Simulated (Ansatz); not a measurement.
**AlGa3N4: response to uniaxial strain along a**

How does AlGa3N4 answer uniaxial strain along a between -3 and +3 %? At each strain the lengths of b and c and the atoms relax, the angles are held, within the symmetry that is left.

Computed with Ansatz 0.2.0 (DFT PBEsol, scalar-relativistic, plane waves, PAW, unless a step's input says otherwise).

2 further runs of the same task are left out: 2 set aside as unsound or not needed.

## 1. The starting structure

Symmetry: P-43m, No. 215, cubic system. Conventional cell: a = 4.468 Å, b = 4.468 Å, c = 4.468 Å, α = 90.00°, β = 90.00°, γ = 90.00°. Al (site symmetry -43m) has 4 N at 1.90 Å as nearest neighbours. Ga (site symmetry -42m) is surrounded by 4 N at 1.95 Å. N (site symmetry 3m) has 1 Al at 1.90 Å and 3 Ga at 1.95 Å as nearest neighbours.

Structure file:

```cif
data_structure
_symmetry_space_group_name_H-M 'P 1'
_symmetry_Int_Tables_number 1
_cell_length_a 4.4676
_cell_length_b 4.4676
_cell_length_c 4.4676
_cell_angle_alpha 90.000
_cell_angle_beta 90.000
_cell_angle_gamma 90.000
_cell_volume 89.17
loop_
_atom_site_label
_atom_site_type_symbol
_atom_site_fract_x
_atom_site_fract_y
_atom_site_fract_z
_atom_site_occupancy
Al1 Al 0.00000 0.00000 0.00000 1
Ga1 Ga 0.50000 0.50000 0.00000 1
Ga2 Ga 0.50000 0.00000 0.50000 1
Ga3 Ga 0.00000 0.50000 0.50000 1
N1 N 0.75503 0.75503 0.24497 1
N2 N 0.75503 0.24497 0.75503 1
N3 N 0.24497 0.75503 0.75503 1
N4 N 0.24497 0.24497 0.24497 1
```

It goes back to an entry of the Materials Project, which need not be the stable form.

This cell was relaxed beforehand with the same method: volume 11.15 Å³/atom, gap on the mesh 2.29 eV.

## 2. Zero strain

The input, input.yaml:

```yaml
crystal:
  lattice:
    - [4.4676279205, 0.0, 0.0]
    - [0.0, 4.4676279205, 0.0]
    - [0.0, 0.0, 4.4676279205]
  atoms:
    - { symbol: Al, position: [0.0, 0.0, 0.0] }
    - { symbol: Ga, position: [0.5, 0.5, 0.0] }
    - { symbol: Ga, position: [0.5, 0.0, 0.5] }
    - { symbol: Ga, position: [0.0, 0.5, 0.5] }
    - { symbol: "N", position: [0.755030921, 0.755030921, 0.244969079] }
    - { symbol: "N", position: [0.755030921, 0.244969079, 0.755030921] }
    - { symbol: "N", position: [0.244969079, 0.755030921, 0.755030921] }
    - { symbol: "N", position: [0.244969079, 0.244969079, 0.244969079] }
basis:
  ecutwfc: 420
kpoints:
  mp_grid: { grid: [6, 6, 6] }
hamiltonian:
  xc: pbesol
scf:
  occupations: { method: gaussian, width: 0.02 }
output:
  forces: true
  stress: true
  eigenvalues: true
```

On the command line:

```sh
ansatz run input.yaml --threads 2 --pin off --max-ram 5120MiB --backend cpu --events-out ev --progress --plain --runs-dir out
```

The session goes on with these runs: seeking the band edges; strain -1.5 %; band edges over the zone at -1.5 %; At +1.5 %; band edges over the zone at +1.5 %; the cell strained by -3.0 %; seeking the band edges at -3.0 %; strain +3.0 %; seeking the band edges at +3.0 %.

**Question.** What will these runs give? Wanted: (1/V) d²E/dε² at zero strain, cubic fit; strain of the free axis b per applied strain; gap shift, negative and positive side.

The runs gave:

| quantity | value |
| --- | --- |
| largest energy cost | 5.5 meV/atom at +3.0 % |
| (1/V) d²E/dε² at zero strain, cubic fit | 168 GPa |
| strain of the free axis b per applied strain | -0.35 |
| gap shift, negative and positive side | +18, -42 meV per % |

**Reading.** From the curvature follows Young's modulus along a, angles held: 168 GPa. Compression by 3 % costs 5.0 meV/atom and stretching 5.5. The free axis b moves against the applied strain (factor -0.35). The gap runs from 2.23 eV at -3.0 % through 2.29 to 2.16 eV at +3.0 %.
